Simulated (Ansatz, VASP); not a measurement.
## C in VASP and in Ansatz

INCAR

```
PREC     = Accurate       # precision mode
ENCUT    = 600            # plane-wave cutoff, eV
EDIFF    = 1E-7           # SCF threshold, eV
ISMEAR   = 0              # smearing method
SIGMA    = 0.1            # smearing width, eV
LREAL    = False          # projectors in reciprocal space
LASPH    = True           # aspherical terms in the spheres
NELM     = 60             # most SCF steps
ALGO     = Normal         # electronic algorithm
ISIF     = 3              # what is computed and relaxed
LWAVE    = False          # write WAVECAR
LCHARG   = False          # write CHGCAR
GGA      = PE             # functional
IBRION   = 2              # ionic algorithm
NSW      = 90             # ionic steps
EDIFFG   = -0.04          # ionic threshold
```

The input KPOINTS:

```
Automatic mesh
0
Gamma
  8 8 8
```

Contents of POSCAR:

```
C
1.0
    2.2520393339      0.0000000000      0.0000000000
    0.0000000000      2.2520393339      0.0000000000
    0.0000000000      0.0000000000      2.2520393339
C
1
Direct
    0.0000000000      0.0000000000      0.0000000000
```

Input for Ansatz:

```yaml
crystal:
  lattice:
    - [2.2520393339, 0.0, 0.0]
    - [0.0, 2.2520393339, 0.0]
    - [0.0, 0.0, 2.2520393339]
  atoms:
    - { symbol: C, position: [0.0, 0.0, 0.0] }
basis:
  ecutwfc: 420
kpoints:
  mp_grid: { grid: [8, 8, 8] }
hamiltonian:
  xc: pbe
scf:
  occupations: { method: gaussian, width: 0.1 }
  lower_state_search: "off"
output:
  forces: true
  stress: true
  eigenvalues: true
relax:
  adjacent_minimum: "off"
  f_tol: 0.04
  max_steps: 70
  cell: { stress_tol: 0.4 }
```

Alike in both runs: task relaxation of cell and atoms; functional PBE; k mesh 8 × 8 × 8; occupations gaussian, width 0.1 eV; no spin polarisation.

```csv
,VASP,Ansatz
version,VASP 6.6.1,Ansatz 0.2.0
potentials or method,"VASP PAW PBE potentials, release 64 (C)","scalar-relativistic, plane waves, PAW"
plane-wave cutoff (eV),600,420
valence electrons in the cell,4,4
```

|  | VASP | Ansatz | Ansatz less VASP |
| --- | --- | --- | --- |
| gap on the k mesh at the Fermi level, each at its own relaxed structure (eV) | none | none | - |
| relaxed volume (Å³/atom) | 5.39 | 5.40 | +0.014 |
| relaxed cell length with the largest relative difference (Å) | 1.753 | 1.754 | +0.0015 |
| energy change over the relaxation (meV/atom) | -1579 | -1576 | +3.1 |

A gap of «none» marks a metal or a gap that the smearing closes.

Caveats: the volume moved by over 15 % at a fixed basis, so the end points are rough (VASP).
